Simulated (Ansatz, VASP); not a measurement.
Zr in VASP and in Ansatz

INCAR

```
SYSTEM = Zr
PREC = Accurate
ENCUT = 520
EDIFF = 1E-7
ISMEAR = -1
SIGMA = 0.1
LREAL = .False.
LASPH = .True.
NELM = 100
ALGO = Normal
ISIF = 2
LWAVE = .False.
LCHARG = .False.
NBANDS = 19
```

The input KPOINTS:

```
regular mesh
0
Gamma
  14 14 8
  0 0 0
```

File POSCAR:

```
Zr
1.0
    2.2924454170      0.0000000000      0.0000000000
   -1.1462227085      1.9853159679      0.0000000000
    0.0000000000      0.0000000000      3.8308221853
Zr
2
Direct
    0.3333333333      0.6666666667      0.2500000000
    0.6666666667      0.3333333333      0.7500000000
```

Input for Ansatz:

```yaml
crystal:
  lattice:
    - [2.292445417, 0.0, 0.0]
    - [-1.1462227085, 1.9853159679, 0.0]
    - [0.0, 0.0, 3.8308221853]
  atoms:
    - { symbol: Zr, position: [0.3333333333, 0.6666666667, 0.25] }
    - { symbol: Zr, position: [0.6666666667, 0.3333333333, 0.75] }
kpoints:
  mp_grid: { grid: [14, 14, 8] }
  band_path:
    path:
      - [0.0, 0.0, 0.0]
      - [0.5, 0.0, 0.0]
      - [0.3333333333, 0.3333333333, 0.0]
      - [0.0, 0.0, 0.0]
      - [0.0, 0.0, 0.5]
      - [0.5, 0.0, 0.5]
      - [0.3333333333, 0.3333333333, 0.5]
      - [0.0, 0.0, 0.5]
      - [0.5, 0.0, 0.5]
    npoints: 8
scf:
  occupations: { method: fermi_dirac, width: 0.1 }
hamiltonian:
  xc: lda
  pseudopotentials: { kind: paw }
output:
  forces: true
  stress: true
  eigenvalues: true
  populations: true
  dos: { projected: true, de: 0.2, e_range: [-14, 8] }
```

Change from the starting cell: volume scaled by 0.4, PAW files.

Alike in both runs: task single point; functional LDA; k mesh 14 × 14 × 8; occupations fermi-dirac, width 0.1 eV; no spin polarisation.

|  | VASP | Ansatz |
| --- | --- | --- |
| version | VASP 6.6.1 | Ansatz 0.2.0 |
| potentials or method | VASP PAW LDA potentials, release 64 (Zr_sv) | PAW with Ansatz's default frozen-core files, scalar-relativistic |
| plane-wave cutoff (eV) | 520 | 420 |
| valence electrons in the cell | 24 | 24 |

VASP gave:

| Quantity | Value |
| --- | --- |
| pressure (GPa) | 462.8 |
| largest component of the traceless stress (GPa) | 0.20 |

What did Ansatz give for the same quantities?

Pressure (GPa): 455.6; largest component of the traceless stress (GPa): 0.28.

Caveats: the cell as given lies far from equilibrium; so large a pressure means that the cell lies far from this level's equilibrium, or that cutoff or potentials fall short (VASP).
